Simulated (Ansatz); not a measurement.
Rows from a G0W0 calculation on GaN (P6_3mc) (Ansatz 0.2.0; G0W0 on r2SCAN, plane waves, PAW; PAW set soft_1; 6×6×4 mesh, 103 empty bands, screening to 100 eV, PAW set soft_1 files), in eV. Spin-orbit coupling is left out.

The database entry behind the starting cell has ideal inner coordinates that were not refined, so it need not match the best structure at ambient conditions.

```tsv
row	Σx	Σc	Vxc	Z
A	-11.17	-3.56	-15.42	0.82
B	-9.95	-4.24	-14.91	0.82
C	-23.93	3.15	-20.55	0.79
```

**Question.** Which rows are filled states and which are empty ones, and how can one tell?

Filled: C. Empty: A and B. The sign of Σc tells: for a filled state bare exchange, which holds its interaction with itself, lies below Vxc (Σx − Vxc is -3.4 eV or lower here) and screening gives part back as a positive Σc. For an empty state Σx lies above Vxc (+4.3 eV or more) and the Coulomb hole leaves Σc negative.

[Paths, hosts, dates, memory and timing lines, banners, echoed tables and standing remarks are left out of the program output.]

[Logs are printed without paths, hosts, clocks, repeated set-up lines and the standing remarks that a program may print on its own settings, such as how far it seeks lower states.]

[Runs of the session that timed out or met a known fault of the program may be left out.]

[Cells called generated may have been cut or substituted from an entry of the Crystallography Open Database or the Materials Project.]

[Hosts, paths, dates, database ids (printed as entryN), source tags and the programs' standing remarks are cut or masked in the printed files.]
